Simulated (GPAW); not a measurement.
# HfN (Fm-3m) in GPAW: settings compared

One crystal, HfN, is run at these levels: PBEsol+D3(BJ)+ATM, PBEsol+D4; tasks: relaxation of cell and atoms.

Everything below comes from runs of GPAW 26.7.0. Logs are shortened: lines on timing, memory, paths and dates and some standing lists are left out, and cuts for length are marked. The log counts tension as positive stress, the text compression.

## Step 1: Starting point

It takes space group Fm-3m (No. 225, cubic). Conventional cell: a = 4.512 Å, b = 4.512 Å, c = 4.512 Å, α = 90.00°, β = 90.00°, γ = 90.00°. Hf (site symmetry m-3m) has 6 N at 2.26 Å as nearest neighbours. N (site symmetry m-3m) has 6 Hf at 2.26 Å as nearest neighbours.

## Step 2: Relaxation of cell and atoms, PBEsol+D3(BJ)+ATM

File run.py:

```python
from ase import Atoms
from ase.calculators.mixing import SumCalculator
from ase.filters import FrechetCellFilter
from ase.io import write
from ase.optimize import BFGS
from dftd3.ase import DFTD3
from gpaw import GPAW, PW, setup_paths

setup_paths.insert(0, '.')

atoms = Atoms(['Hf', 'N'],
              cell=[[0.0, 2.256, 2.256],
                    [2.256, 0.0, 2.256],
                    [2.256, 2.256, 0.0]],
              scaled_positions=[[0.0, 0.0, 0.0],
                                [0.5, 0.5, 0.5]],
              pbc=True)

calc = GPAW(mode=PW(800),
            xc='PBEsol',
            kpts={'size': (10, 10, 10), 'gamma': True},
            occupations={'name': 'fermi-dirac', 'width': 0.05},
            nbands=19,
            convergence={'density': 1e-05, 'forces': 0.0001},
            maxiter=150,
            txt='gpaw.txt')
atoms.calc = SumCalculator([calc, DFTD3(damping='d3bj', params_tweaks=dict(method='pbesol', atm=True))])
opt = BFGS(FrechetCellFilter(atoms), trajectory='relax.traj', logfile='-')
done = opt.run(fmax=0.02, steps=60)
calc.write('gs.gpw')
write('result.traj', atoms)
print('Converged:', done)
print('Cell:', atoms.cell.cellpar().round(4))
print('Volume:', round(atoms.get_volume(), 4))
print(atoms.get_scaled_positions().round(5))
```

Potentials or basis: PAW data sets generated in the run's folder for this functional, pw.

The run is started by

```console
> gpaw-setup -f PBEsol Hf N
> OMP_NUM_THREADS=1 python run.py
```

gpaw.txt:

```text
__  _  _
 | _ |_)|_||  |
 |__||  | ||/\| - 26.7.0

Input parameters:
  mode=PW(ecut=800.0),
  convergence={'density': 1e-05, 'forces': 0.0001},
  kpts=MonkhorstPack(size=(10, 10, 10), gamma=True),
  maxiter=150,
  nbands=19,
  occupations=Occupations(name='fermi-dirac', width=0.05),
  xc=XC(name='PBEsol')

Diagonalizing LCAO Hamiltonian
Converting LCAO to pw mode

              N

       Hf

Atoms  # Å, Bohr magnetons
|   | symbol |        x |        y |        z |    initial magnetic moments |
|---|--------|----------|----------|----------|-----------------------------|
| 0 |     Hf | 0.000000 | 0.000000 | 0.000000 | ( 0.0000,  0.0000,  0.0000) |
| 1 |      N | 2.256000 | 2.256000 | 2.256000 | ( 0.0000,  0.0000,  0.0000) |

Unit cell  # Å
| periodic |        x |        y |        z |  lengths |    angles |
|----------|----------|----------|----------|----------|-----------|
|      yes | 0.000000 | 2.256000 | 2.256000 | 3.190466 | 60.000000 |
|      yes | 2.256000 | 0.000000 | 2.256000 | 3.190466 | 60.000000 |
|      yes | 2.256000 | 2.256000 | 0.000000 | 3.190466 | 60.000000 |

Number of symmetries: 48
Symmetry operations  # r_c * U_cc + t_c -> r_c
|    | kind |            matrix            |
|----|------|------------------------------|
|  0 |  σ   |  1, 0, 0,  1, 0,-1,  1,-1, 0 |
|  1 |  C2  |  1, 0, 0,  1,-1, 0,  1, 0,-1 |
|  2 |  E   |  1, 0, 0,  0, 1, 0,  0, 0, 1 |
|  3 |  σ   |  1, 0, 0,  0, 0, 1,  0, 1, 0 |
|  4 |  C4  |  1, 0,-1,  1, 0, 0,  1,-1, 0 |
|  5 |  S6  |  1, 0,-1,  1,-1, 0,  1, 0, 0 |
|  6 |  σ   |  1, 0,-1,  0, 1,-1,  0, 0,-1 |
|  7 |  C3  |  1, 0,-1,  0, 0,-1,  0, 1,-1 |
|  8 |  S6  |  1,-1, 0,  1, 0, 0,  1, 0,-1 |
|  9 |  C4  |  1,-1, 0,  1, 0,-1,  1, 0, 0 |
| 10 |  C3  |  1,-1, 0,  0,-1, 1,  0,-1, 0 |
| 11 |  σ   |  1,-1, 0,  0,-1, 0,  0,-1, 1 |
| 12 |  σ   |  0, 1, 0,  1, 0, 0,  0, 0, 1 |
| 13 |  C4  |  0, 1, 0,  0, 1,-1, -1, 1, 0 |
| 14 |  C3  |  0, 1, 0,  0, 0, 1,  1, 0, 0 |
| 15 |  S6  |  0, 1, 0, -1, 1, 0,  0, 1,-1 |
| 16 |  C2  |  0, 1,-1,  1, 0,-1,  0, 0,-1 |
| 17 |  σ   |  0, 1,-1,  0, 1, 0, -1, 1, 0 |
| 18 |  S4  |  0, 1,-1,  0, 0,-1,  1, 0,-1 |
| 19 |  C4  |  0, 1,-1, -1, 1, 0,  0, 1, 0 |
| 20 |  C3  |  0, 0, 1,  1, 0, 0,  0, 1, 0 |
| 21 |  σ   |  0, 0, 1,  0, 1, 0,  1, 0, 0 |
| 22 |  S6  |  0, 0, 1,  0,-1, 1, -1, 0, 1 |
| 23 |  C4  |  0, 0, 1, -1, 0, 1,  0,-1, 1 |
| 24 |  S4  |  0, 0,-1,  1, 0,-1,  0, 1,-1 |
| 25 |  C3  |  0, 0,-1,  0, 1,-1,  1, 0,-1 |
| 26 |  C2  |  0, 0,-1,  0,-1, 0, -1, 0, 0 |
| 27 |  S6  |  0, 0,-1, -1, 0, 0,  0,-1, 0 |
| 28 |  S4  |  0,-1, 1,  1,-1, 0,  0,-1, 0 |
| 29 |  C4  |  0,-1, 1,  0, 0, 1, -1, 0, 1 |
| 30 |  C2  |  0,-1, 1,  0,-1, 0,  1,-1, 0 |
| 31 |  σ   |  0,-1, 1, -1, 0, 1,  0, 0, 1 |
| 32 |  C3  |  0,-1, 0,  1,-1, 0,  0,-1, 1 |
| 33 |  S6  |  0,-1, 0,  0, 0,-1, -1, 0, 0 |
[... 179 lines left out ...]
Fermi level: 13.814
Eigenvalues  # (at kpt = [0.000, 0.000, 0.000])
| band index |      eig [eV] | occ [0-2] |
|------------|---------------|-----------|
|          0 |       -48.714 |     2.000 |
|        ... |               |           |
|          3 |       -17.314 |     2.000 |
|          4 |        -3.660 |     2.000 |
|          5 |        10.805 |     2.000 |
|          6 |        10.805 |     2.000 |
|          7 |        10.805 |     2.000 |
|          8 |        13.400 |     1.999 |
[... 8 lines left out ...]
|         17 |        38.388 |     0.000 |
|         18 |        40.110 |     0.000 |

No gap
No difference between direct/indirect transitions

Stress tensor  # eV/Ang^3
|         x |        y |         z |
|-----------|----------|-----------|
|  0.010083 | 0.000000 | -0.000000 |
|  0.000000 | 0.010083 |  0.000000 |
| -0.000000 | 0.000000 |  0.010083 |

Forces  # eV/Ang
|        x |        y |        z |
|----------|----------|----------|
|  0.00000 | -0.00000 | -0.00000 |  # Hf   0
| -0.00000 | -0.00000 |  0.00000 |  # N    1

Interpolating wave functions to new cell

              N

       Hf

Atoms  # Å, Bohr magnetons
|   | symbol |         x |         y |        z |    initial magnetic moments |
|---|--------|-----------|-----------|----------|-----------------------------|
| 0 |     Hf | -0.000000 | -0.000000 | 0.000000 | ( 0.0000,  0.0000,  0.0000) |
| 1 |      N |  2.248991 |  2.248991 | 2.248991 | ( 0.0000,  0.0000,  0.0000) |

Unit cell  # Å
| periodic |        x |        y |        z |  lengths |    angles |
|----------|----------|----------|----------|----------|-----------|
|      yes | 0.000000 | 2.248991 | 2.248991 | 3.180554 | 60.000000 |
|      yes | 2.248991 | 0.000000 | 2.248991 | 3.180554 | 60.000000 |
|      yes | 2.248991 | 2.248991 | 0.000000 | 3.180554 | 60.000000 |

Number of symmetries: 48
Symmetry operations  # r_c * U_cc + t_c -> r_c
|    | kind |            matrix            |
|----|------|------------------------------|
|  0 |  σ   |  1, 0, 0,  1, 0,-1,  1,-1, 0 |
|  1 |  C2  |  1, 0, 0,  1,-1, 0,  1, 0,-1 |
|  2 |  E   |  1, 0, 0,  0, 1, 0,  0, 0, 1 |
|  3 |  σ   |  1, 0, 0,  0, 0, 1,  0, 1, 0 |
|  4 |  C4  |  1, 0,-1,  1, 0, 0,  1,-1, 0 |
|  5 |  S6  |  1, 0,-1,  1,-1, 0,  1, 0, 0 |
|  6 |  σ   |  1, 0,-1,  0, 1,-1,  0, 0,-1 |
|  7 |  C3  |  1, 0,-1,  0, 0,-1,  0, 1,-1 |
|  8 |  S6  |  1,-1, 0,  1, 0, 0,  1, 0,-1 |
|  9 |  C4  |  1,-1, 0,  1, 0,-1,  1, 0, 0 |
| 10 |  C3  |  1,-1, 0,  0,-1, 1,  0,-1, 0 |
| 11 |  σ   |  1,-1, 0,  0,-1, 0,  0,-1, 1 |
| 12 |  σ   |  0, 1, 0,  1, 0, 0,  0, 0, 1 |
| 13 |  C4  |  0, 1, 0,  0, 1,-1, -1, 1, 0 |
| 14 |  C3  |  0, 1, 0,  0, 0, 1,  1, 0, 0 |
| 15 |  S6  |  0, 1, 0, -1, 1, 0,  0, 1,-1 |
| 16 |  C2  |  0, 1,-1,  1, 0,-1,  0, 0,-1 |
| 17 |  σ   |  0, 1,-1,  0, 1, 0, -1, 1, 0 |
| 18 |  S4  |  0, 1,-1,  0, 0,-1,  1, 0,-1 |
| 19 |  C4  |  0, 1,-1, -1, 1, 0,  0, 1, 0 |
| 20 |  C3  |  0, 0, 1,  1, 0, 0,  0, 1, 0 |
| 21 |  σ   |  0, 0, 1,  0, 1, 0,  1, 0, 0 |
| 22 |  S6  |  0, 0, 1,  0,-1, 1, -1, 0, 1 |
| 23 |  C4  |  0, 0, 1, -1, 0, 1,  0,-1, 1 |
| 24 |  S4  |  0, 0,-1,  1, 0,-1,  0, 1,-1 |
| 25 |  C3  |  0, 0,-1,  0, 1,-1,  1, 0,-1 |
| 26 |  C2  |  0, 0,-1,  0,-1, 0, -1, 0, 0 |
| 27 |  S6  |  0, 0,-1, -1, 0, 0,  0,-1, 0 |
| 28 |  S4  |  0,-1, 1,  1,-1, 0,  0,-1, 0 |
| 29 |  C4  |  0,-1, 1,  0, 0, 1, -1, 0, 1 |
| 30 |  C2  |  0,-1, 1,  0,-1, 0,  1,-1, 0 |
| 31 |  σ   |  0,-1, 1, -1, 0, 1,  0, 0, 1 |
| 32 |  C3  |  0,-1, 0,  1,-1, 0,  0,-1, 1 |
| 33 |  S6  |  0,-1, 0,  0, 0,-1, -1, 0, 0 |
[... 177 lines left out ...]
Fermi level: 13.949
Eigenvalues  # (at kpt = [0.000, 0.000, 0.000])
| band index |      eig [eV] | occ [0-2] |
|------------|---------------|-----------|
|          0 |       -48.545 |     2.000 |
|        ... |               |           |
|          3 |       -17.143 |     2.000 |
|          4 |        -3.580 |     2.000 |
|          5 |        10.930 |     2.000 |
|          6 |        10.930 |     2.000 |
|          7 |        10.930 |     2.000 |
|          8 |        13.529 |     2.000 |
[... 8 lines left out ...]
|         17 |        38.719 |     0.000 |
|         18 |        40.451 |     0.000 |

No gap
No difference between direct/indirect transitions

Stress tensor  # eV/Ang^3
|         x |         y |         z |
|-----------|-----------|-----------|
| -0.006827 | -0.000000 | -0.000000 |
| -0.000000 | -0.006827 | -0.000000 |
| -0.000000 | -0.000000 | -0.006827 |

Forces  # eV/Ang
|        x |       y |        z |
|----------|---------|----------|
| -0.00000 | 0.00000 |  0.00000 |  # Hf   0
|  0.00000 | 0.00000 | -0.00000 |  # N    1

Interpolating wave functions to new cell

              N

       Hf

Atoms  # Å, Bohr magnetons
|   | symbol |         x |         y |         z |    initial magnetic moments |
|---|--------|-----------|-----------|-----------|-----------------------------|
| 0 |     Hf | -0.000000 | -0.000000 | -0.000000 | ( 0.0000,  0.0000,  0.0000) |
| 1 |      N |  2.240070 |  2.240070 |  2.240070 | ( 0.0000,  0.0000,  0.0000) |

Unit cell  # Å
| periodic |        x |         y |        z |  lengths |    angles |
|----------|----------|-----------|----------|----------|-----------|
|      yes | 0.000000 |  2.240070 | 2.240070 | 3.167938 | 60.000000 |
|      yes | 2.240070 | -0.000000 | 2.240070 | 3.167938 | 60.000000 |
|      yes | 2.240070 |  2.240070 | 0.000000 | 3.167938 | 60.000000 |

Number of symmetries: 48
Symmetry operations  # r_c * U_cc + t_c -> r_c
|    | kind |            matrix            |
|----|------|------------------------------|
|  0 |  σ   |  1, 0, 0,  1, 0,-1,  1,-1, 0 |
|  1 |  C2  |  1, 0, 0,  1,-1, 0,  1, 0,-1 |
|  2 |  E   |  1, 0, 0,  0, 1, 0,  0, 0, 1 |
|  3 |  σ   |  1, 0, 0,  0, 0, 1,  0, 1, 0 |
|  4 |  C4  |  1, 0,-1,  1, 0, 0,  1,-1, 0 |
|  5 |  S6  |  1, 0,-1,  1,-1, 0,  1, 0, 0 |
|  6 |  σ   |  1, 0,-1,  0, 1,-1,  0, 0,-1 |
|  7 |  C3  |  1, 0,-1,  0, 0,-1,  0, 1,-1 |
|  8 |  S6  |  1,-1, 0,  1, 0, 0,  1, 0,-1 |
|  9 |  C4  |  1,-1, 0,  1, 0,-1,  1, 0, 0 |
| 10 |  C3  |  1,-1, 0,  0,-1, 1,  0,-1, 0 |
| 11 |  σ   |  1,-1, 0,  0,-1, 0,  0,-1, 1 |
| 12 |  σ   |  0, 1, 0,  1, 0, 0,  0, 0, 1 |
| 13 |  C4  |  0, 1, 0,  0, 1,-1, -1, 1, 0 |
| 14 |  C3  |  0, 1, 0,  0, 0, 1,  1, 0, 0 |
| 15 |  S6  |  0, 1, 0, -1, 1, 0,  0, 1,-1 |
| 16 |  C2  |  0, 1,-1,  1, 0,-1,  0, 0,-1 |
| 17 |  σ   |  0, 1,-1,  0, 1, 0, -1, 1, 0 |
| 18 |  S4  |  0, 1,-1,  0, 0,-1,  1, 0,-1 |
| 19 |  C4  |  0, 1,-1, -1, 1, 0,  0, 1, 0 |
| 20 |  C3  |  0, 0, 1,  1, 0, 0,  0, 1, 0 |
| 21 |  σ   |  0, 0, 1,  0, 1, 0,  1, 0, 0 |
| 22 |  S6  |  0, 0, 1,  0,-1, 1, -1, 0, 1 |
| 23 |  C4  |  0, 0, 1, -1, 0, 1,  0,-1, 1 |
| 24 |  S4  |  0, 0,-1,  1, 0,-1,  0, 1,-1 |
| 25 |  C3  |  0, 0,-1,  0, 1,-1,  1, 0,-1 |
| 26 |  C2  |  0, 0,-1,  0,-1, 0, -1, 0, 0 |
| 27 |  S6  |  0, 0,-1, -1, 0, 0,  0,-1, 0 |
| 28 |  S4  |  0,-1, 1,  1,-1, 0,  0,-1, 0 |
| 29 |  C4  |  0,-1, 1,  0, 0, 1, -1, 0, 1 |
| 30 |  C2  |  0,-1, 1,  0,-1, 0,  1,-1, 0 |
| 31 |  σ   |  0,-1, 1, -1, 0, 1,  0, 0, 1 |
| 32 |  C3  |  0,-1, 0,  1,-1, 0,  0,-1, 1 |
| 33 |  S6  |  0,-1, 0,  0, 0,-1, -1, 0, 0 |
[... 177 lines left out ...]
Fermi level: 14.124
Eigenvalues  # (at kpt = [0.000, 0.000, 0.000])
| band index |      eig [eV] | occ [0-2] |
|------------|---------------|-----------|
|          0 |       -48.329 |     2.000 |
|        ... |               |           |
|          3 |       -16.923 |     2.000 |
|          4 |        -3.476 |     2.000 |
|          5 |        11.092 |     2.000 |
|          6 |        11.092 |     2.000 |
|          7 |        11.092 |     2.000 |
|          8 |        13.695 |     2.000 |
[... 8 lines left out ...]
|         17 |        39.146 |     0.000 |
|         18 |        40.888 |     0.000 |

No gap
No difference between direct/indirect transitions

Stress tensor  # eV/Ang^3
|         x |         y |         z |
|-----------|-----------|-----------|
| -0.029453 | -0.000000 |  0.000000 |
| -0.000000 | -0.029453 |  0.000000 |
|  0.000000 |  0.000000 | -0.029453 |

Forces  # eV/Ang
|       x |       y |        z |
|---------|---------|----------|
| 0.00000 | 0.00000 | -0.00000 |  # Hf   0
| 0.00000 | 0.00000 | -0.00000 |  # N    1

# Writing to gs.gpw (mode='')
```

It took 52 s on 1 thread of Arm Neoverse V2, shared host; peak memory 0.22 GiB.

What came out:

| Property | Result |
| --- | --- |
| Free energy | -21.2295 eV |
| Relaxed volume | 11.24 Å³/atom |
| Relaxed cell | a = 3.168 Å, b = 3.168 Å, c = 3.168 Å, α = 60.00°, β = 60.00°, γ = 60.00° |
| Space group after relaxing (to 0.05 Å) | Fm-3m (No. 225) |
| Energy gained by relaxing | 3.7 meV/atom |
| Ionic steps | 3 |
| Pressure after relaxing | 0.1 GPa |
| Band gap on the k mesh | none (metal or under the smearing width) |
| Dispersion energy per atom | -0.360 eV |

The path:
```tsv
step	energy change (eV)	largest force (eV/Å)	pressure (GPa)	volume (Å³)
1	0.0000	0.0000	-6.08	22.96
2	-0.0056	0.0000	-3.44	22.75
3	-0.0074	0.0000	0.09	22.48
```

Final structure:
```
CELL_PARAMETERS angstrom
0.00000 2.24007 2.24007
2.24007 0.00000 2.24007
2.24007 2.24007 0.00000
ATOMIC_POSITIONS crystal
Hf 0.00000 0.00000 0.00000
N 0.50000 0.50000 0.50000
```

Caveat: later steps reuse the first step's grids; pairwise dispersion overbinds metals, which lowers pressure and volume. Spin-orbit coupling is left out, which matters for the levels of Hf.

## Step 3: Relaxation of cell and atoms, PBEsol+D4

run.py, as its differences from that of step 2:

```diff
@@ -5,3 +5,3 @@
 from ase.optimize import BFGS
-from dftd3.ase import DFTD3
+from dftd4.ase import DFTD4
 from gpaw import GPAW, PW, setup_paths
@@ -26,3 +26,3 @@
             txt='gpaw.txt')
-atoms.calc = SumCalculator([calc, DFTD3(damping='d3bj', params_tweaks=dict(method='pbesol', atm=True))])
+atoms.calc = SumCalculator([calc, DFTD4(method='pbesol')])
 opt = BFGS(FrechetCellFilter(atoms), trajectory='relax.traj', logfile='-')
```

Potentials or basis: PAW data sets generated in the run's folder for this functional, pw.

The run is started by

```console
> gpaw-setup -f PBEsol Hf N
> OMP_NUM_THREADS=1 python run.py
```

Wall time 1.7 min (1 thread of Arm Neoverse V2, shared host); peak memory 0.26 GiB.

It converged, with:

```yaml
Free_energy: -20.8446 eV
Relaxed_volume: 11.31 Å³/atom
Relaxed_cell: a = 3.175 Å, b = 3.175 Å, c = 3.175 Å, α = 60.00°, β = 60.00°, γ = 60.00°
Space_group_after_relaxing_to_0.05_Å: Fm-3m (No. 225)
Energy_gained_by_relaxing: 1.6 meV/atom
Ionic_steps: 3
Pressure_after_relaxing: 0.0 GPa
Band_gap_on_the_k_mesh: none (metal or under the smearing width)
Dispersion_energy_per_atom: -0.165 eV
```

Step by step:
```csv
step,energy change (eV),largest force (eV/Å),pressure (GPa),volume (Å³)
1,0.0000,0.0000,-4.25,22.96
2,-0.0026,0.0000,-2.41,22.81
3,-0.0033,0.0000,0.04,22.62
```

Final structure:
```yaml
crystal:
  lattice:
    - [0.00000, 2.24481, 2.24481]
    - [2.24481, 0.00000, 2.24481]
    - [2.24481, 2.24481, 0.00000]
  atoms:
    - { symbol: Hf, position: [0.00000, 0.00000, 0.00000] }
    - { symbol: N, position: [0.50000, 0.50000, 0.50000] }
```

Levels at points of the mesh, in eV from the Fermi level:
```
           k point  band 5  band 6  band 7  band 8  band 9  band 10  band 11  band 12
(0.00, 0.00, 0.00)  -17.56   -3.03   -3.03   -3.03   -0.42    -0.42    -0.42     1.94
(0.50, 0.00, 0.00)  -14.71   -9.04   -6.31   -6.31    3.33     3.75     3.75     4.49
(0.50, 0.50, 0.00)  -16.46   -5.45   -3.97   -3.70   -3.70     4.13     5.63     5.63
(0.50, 0.50, 0.50)  -14.71   -9.04   -6.31   -6.31    3.33     3.75     3.75     4.49
```

Caveat: later steps reuse the first step's grids; pairwise dispersion overbinds metals, which lowers pressure and volume. The run has no spin-orbit coupling, so splittings on Hf are missing.
